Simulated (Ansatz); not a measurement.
Wires are cut from relaxed bulk InP (Fm-3m, not its usual structure, 21.26 Å³/atom, gap on the mesh 0.00 eV); atoms and period are relaxed, and energies count from that bulk.

These are results of DFT PBE, scalar-relativistic, plane waves, PAW in Ansatz 0.2.0, not measurements.

Cutoff 420 eV, Gaussian smearing of 0.05 eV, energies at zero smearing, symmetry of each start kept, no spin polarisation.

```json
{"start": "[001] wire, 16 host atoms a period", "atoms": "16", "k mesh": "1×1×10", "excess energy (eV per host atom)": "0.309", "line energy (eV/Å)": "0.932", "period (Å)": "5.302", "gap on the mesh (eV)": "0"}
{"start": "[001] wire, 24 host atoms a period", "atoms": "24", "k mesh": "1×1×10", "excess energy (eV per host atom)": "0.201", "line energy (eV/Å)": "0.893", "period (Å)": "5.409", "gap on the mesh (eV)": "0"}
```

Each run keeps its start's symmetry and one magnetic start, so lower states can exist.

Cost: 2 runs of about 19 core-minutes in all, on Intel Xeon Platinum 8375C (Ice Lake) (shared hosts).